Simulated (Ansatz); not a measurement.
## Band table of CaSe

```
Ca Se
1.0
     0.00000    2.95600    2.95600
     2.95600    0.00000    2.95600
     2.95600    2.95600    0.00000
Ca Se
1 1
Direct
  0.00000 0.00000 0.00000
  0.50000 0.50000 0.50000
```

Atoms are numbered in the order listed.

The cell is COD entry 1010880, as deposited and not checked against the literature; nothing was relaxed. It is an old determination, and later ones may differ.

The calculation used DFT, PBE, all-electron LAPW, scalar-relativistic (Ansatz 0.2.0).

The runs use a Γ-centred 7×7×7 k mesh, Fermi–Dirac smearing of 0.02 eV, basis error target 0.25 meV/atom, no spin polarisation.

Path points, in fractions of the reciprocal vectors: Γ (0.000, 0.000, 0.000), X (0.500, 0.000, 0.500), U (0.625, 0.250, 0.625), K (0.375, 0.375, 0.750), L (0.500, 0.500, 0.500), W (0.500, 0.250, 0.750). Levels in eV from the valence-band top; bands 14 to 22, counted from the lowest band of the run. The gap is 2.03 eV, indirect from Γ to X (0.5, 0, 0.5).

```
# k(1/Å) point b14 b15 b16 b17 b18 b19 b20 b21 b22
0.000 Γ -20.75 -20.75 -20.75 -11.80 0.00 0.00 0.00 3.36 3.71
0.076 - -20.75 -20.75 -20.75 -11.79 -0.12 -0.02 -0.02 3.45 3.68
0.152 - -20.75 -20.75 -20.75 -11.76 -0.41 -0.09 -0.09 3.59 3.64
0.228 - -20.76 -20.75 -20.75 -11.71 -0.79 -0.18 -0.18 3.45 3.82
0.304 - -20.77 -20.75 -20.75 -11.65 -1.18 -0.29 -0.29 3.29 3.98
0.380 - -20.78 -20.76 -20.76 -11.58 -1.55 -0.40 -0.40 3.10 4.14
0.455 - -20.79 -20.76 -20.76 -11.51 -1.86 -0.51 -0.51 2.91 4.31
0.531 - -20.80 -20.76 -20.76 -11.44 -2.11 -0.61 -0.61 2.73 4.49
0.607 - -20.81 -20.77 -20.77 -11.38 -2.30 -0.70 -0.70 2.55 4.67
0.683 - -20.81 -20.77 -20.77 -11.33 -2.43 -0.77 -0.77 2.40 4.81
0.759 - -20.82 -20.78 -20.78 -11.29 -2.50 -0.83 -0.83 2.27 4.88
0.835 - -20.82 -20.78 -20.78 -11.26 -2.53 -0.88 -0.88 2.17 4.95
0.911 - -20.83 -20.78 -20.78 -11.24 -2.53 -0.91 -0.91 2.09 5.00
0.987 - -20.83 -20.78 -20.78 -11.23 -2.53 -0.93 -0.93 2.04 5.03
1.063 X -20.83 -20.78 -20.78 -11.22 -2.52 -0.93 -0.93 2.03 5.04
1.090 - -20.83 -20.78 -20.78 -11.22 -2.52 -0.94 -0.94 2.04 5.05
1.116 - -20.83 -20.78 -20.78 -11.22 -2.52 -0.97 -0.94 2.07 5.06
1.143 - -20.83 -20.78 -20.78 -11.22 -2.51 -1.02 -0.95 2.11 5.09
1.170 - -20.83 -20.78 -20.78 -11.22 -2.50 -1.08 -0.95 2.17 5.13
1.197 - -20.83 -20.79 -20.78 -11.21 -2.49 -1.16 -0.97 2.25 5.17
1.224 - -20.83 -20.79 -20.78 -11.21 -2.47 -1.24 -0.98 2.34 5.22
1.251 - -20.83 -20.79 -20.78 -11.20 -2.46 -1.34 -0.99 2.43 5.29
1.278 - -20.83 -20.79 -20.78 -11.19 -2.44 -1.44 -1.01 2.54 5.36
1.304 - -20.82 -20.79 -20.78 -11.18 -2.41 -1.54 -1.02 2.65 5.44
1.331 - -20.82 -20.80 -20.78 -11.18 -2.39 -1.64 -1.04 2.76 5.53
1.358 - -20.82 -20.80 -20.78 -11.17 -2.36 -1.75 -1.06 2.89 5.62
1.385 - -20.82 -20.80 -20.77 -11.16 -2.33 -1.85 -1.08 3.01 5.72
1.412 - -20.82 -20.81 -20.77 -11.15 -2.29 -1.95 -1.10 3.14 5.71
1.439 U -20.82 -20.81 -20.77 -11.15 -2.26 -2.05 -1.11 3.28 5.68
1.485 - -20.82 -20.81 -20.77 -11.14 -2.25 -2.08 -1.13 3.37 5.59
1.532 - -20.82 -20.81 -20.77 -11.14 -2.26 -2.07 -1.17 3.49 5.44
1.578 - -20.82 -20.81 -20.77 -11.14 -2.29 -2.04 -1.23 3.64 5.27
1.624 - -20.82 -20.80 -20.77 -11.13 -2.32 -1.99 -1.29 3.82 5.08
1.671 - -20.82 -20.80 -20.78 -11.13 -2.34 -1.94 -1.35 4.01 4.87
1.717 - -20.82 -20.80 -20.78 -11.13 -2.35 -1.90 -1.40 4.22 4.66
1.764 - -20.82 -20.80 -20.78 -11.13 -2.36 -1.88 -1.41 4.43 4.45
1.810 - -20.82 -20.80 -20.78 -11.13 -2.35 -1.90 -1.40 4.22 4.66
1.857 - -20.82 -20.80 -20.78 -11.13 -2.34 -1.94 -1.35 4.01 4.87
1.903 - -20.82 -20.80 -20.77 -11.13 -2.32 -1.99 -1.29 3.82 5.08
1.950 - -20.82 -20.81 -20.77 -11.14 -2.29 -2.04 -1.23 3.64 5.27
1.996 - -20.82 -20.81 -20.77 -11.14 -2.26 -2.07 -1.17 3.49 5.44
2.043 - -20.82 -20.81 -20.77 -11.14 -2.25 -2.08 -1.13 3.37 5.59
2.089 K -20.82 -20.81 -20.77 -11.15 -2.26 -2.05 -1.11 3.28 5.68
2.170 - -20.82 -20.81 -20.77 -11.13 -2.30 -2.13 -1.16 3.71 5.56
2.250 - -20.82 -20.80 -20.76 -11.13 -2.50 -1.99 -1.18 4.17 5.37
2.331 - -20.83 -20.80 -20.76 -11.14 -2.62 -1.82 -1.19 4.64 5.15
2.411 - -20.83 -20.79 -20.76 -11.17 -2.66 -1.63 -1.17 4.92 5.01
2.492 - -20.83 -20.78 -20.76 -11.22 -2.62 -1.43 -1.12 4.68 4.81
2.572 - -20.82 -20.78 -20.75 -11.29 -2.48 -1.22 -1.03 4.46 4.61
2.653 - -20.81 -20.77 -20.75 -11.37 -2.27 -1.00 -0.92 4.26 4.42
2.734 - -20.80 -20.76 -20.75 -11.46 -1.98 -0.78 -0.78 4.09 4.24
2.814 - -20.79 -20.76 -20.75 -11.55 -1.63 -0.62 -0.57 3.95 4.09
2.895 - -20.78 -20.76 -20.75 -11.63 -1.24 -0.45 -0.38 3.85 3.95
2.975 - -20.77 -20.75 -20.75 -11.70 -0.82 -0.28 -0.22 3.78 3.85
3.056 - -20.76 -20.75 -20.75 -11.76 -0.43 -0.14 -0.10 3.66 3.74
3.136 - -20.75 -20.75 -20.75 -11.79 -0.12 -0.04 -0.03 3.46 3.72
3.217 Γ -20.75 -20.75 -20.75 -11.80 0.00 0.00 0.00 3.36 3.71
3.282 - -20.75 -20.75 -20.75 -11.80 -0.08 -0.02 -0.02 3.43 3.73
3.348 - -20.75 -20.75 -20.75 -11.77 -0.29 -0.09 -0.09 3.56 3.79
3.414 - -20.76 -20.75 -20.75 -11.73 -0.60 -0.18 -0.18 3.61 3.87
3.480 - -20.77 -20.75 -20.75 -11.68 -0.94 -0.30 -0.30 3.63 3.98
3.545 - -20.78 -20.75 -20.75 -11.62 -1.30 -0.43 -0.43 3.64 4.11
3.611 - -20.79 -20.75 -20.75 -11.55 -1.66 -0.57 -0.57 3.68 4.27
3.677 - -20.81 -20.75 -20.75 -11.47 -2.00 -0.70 -0.70 3.73 4.44
3.743 - -20.82 -20.75 -20.75 -11.40 -2.32 -0.82 -0.82 3.81 4.63
3.808 - -20.83 -20.75 -20.75 -11.32 -2.60 -0.93 -0.93 3.91 4.82
3.874 - -20.84 -20.75 -20.75 -11.25 -2.83 -1.02 -1.02 4.04 5.02
3.940 - -20.85 -20.76 -20.76 -11.19 -3.03 -1.10 -1.10 4.18 5.21
4.006 - -20.86 -20.76 -20.76 -11.15 -3.17 -1.15 -1.15 4.33 5.36
4.071 - -20.86 -20.76 -20.76 -11.12 -3.25 -1.18 -1.18 4.47 5.47
4.137 L -20.86 -20.76 -20.76 -11.11 -3.28 -1.20 -1.20 4.52 5.48
4.191 - -20.86 -20.76 -20.76 -11.11 -3.27 -1.21 -1.20 4.52 5.47
4.244 - -20.86 -20.76 -20.76 -11.11 -3.24 -1.24 -1.19 4.53 5.40
4.298 - -20.86 -20.76 -20.76 -11.11 -3.19 -1.30 -1.19 4.53 5.31
4.352 - -20.86 -20.77 -20.76 -11.11 -3.13 -1.37 -1.20 4.52 5.18
4.405 - -20.85 -20.77 -20.76 -11.11 -3.04 -1.45 -1.20 4.51 5.04
4.459 - -20.85 -20.78 -20.76 -11.12 -2.94 -1.54 -1.21 4.50 4.90
4.513 - -20.84 -20.78 -20.77 -11.12 -2.83 -1.63 -1.24 4.48 4.77
4.566 - -20.84 -20.79 -20.77 -11.12 -2.70 -1.71 -1.27 4.46 4.65
4.620 - -20.83 -20.79 -20.77 -11.13 -2.57 -1.79 -1.32 4.45 4.55
4.674 - -20.82 -20.80 -20.78 -11.13 -2.43 -1.86 -1.38 4.43 4.48
4.727 - -20.82 -20.80 -20.78 -11.13 -2.29 -1.91 -1.45 4.42 4.43
4.781 - -20.81 -20.80 -20.78 -11.13 -2.15 -1.95 -1.54 4.41 4.41
4.835 - -20.81 -20.81 -20.79 -11.13 -2.04 -1.97 -1.63 4.41 4.41
4.889 W -20.81 -20.81 -20.79 -11.13 -1.98 -1.98 -1.67 4.41 4.41
4.926 - -20.81 -20.80 -20.79 -11.14 -2.06 -1.90 -1.67 4.17 4.63
4.964 - -20.81 -20.80 -20.79 -11.14 -2.13 -1.82 -1.64 3.94 4.85
5.002 - -20.81 -20.80 -20.79 -11.14 -2.19 -1.73 -1.60 3.70 5.05
5.040 - -20.82 -20.80 -20.79 -11.15 -2.25 -1.64 -1.55 3.47 5.20
5.078 - -20.82 -20.79 -20.79 -11.16 -2.30 -1.55 -1.49 3.25 5.18
5.116 - -20.82 -20.79 -20.79 -11.17 -2.35 -1.45 -1.41 3.03 5.16
5.154 - -20.82 -20.79 -20.78 -11.18 -2.39 -1.36 -1.33 2.83 5.14
5.192 - -20.83 -20.79 -20.78 -11.19 -2.42 -1.26 -1.25 2.64 5.12
5.230 - -20.83 -20.79 -20.78 -11.20 -2.45 -1.18 -1.17 2.47 5.10
5.268 - -20.83 -20.78 -20.78 -11.21 -2.48 -1.10 -1.09 2.32 5.08
5.306 - -20.83 -20.78 -20.78 -11.21 -2.50 -1.03 -1.03 2.20 5.07
5.344 - -20.83 -20.78 -20.78 -11.22 -2.51 -0.98 -0.98 2.10 5.06
5.382 - -20.83 -20.78 -20.78 -11.22 -2.52 -0.95 -0.95 2.05 5.05
5.420 X -20.83 -20.78 -20.78 -11.22 -2.52 -0.93 -0.93 2.03 5.04
```
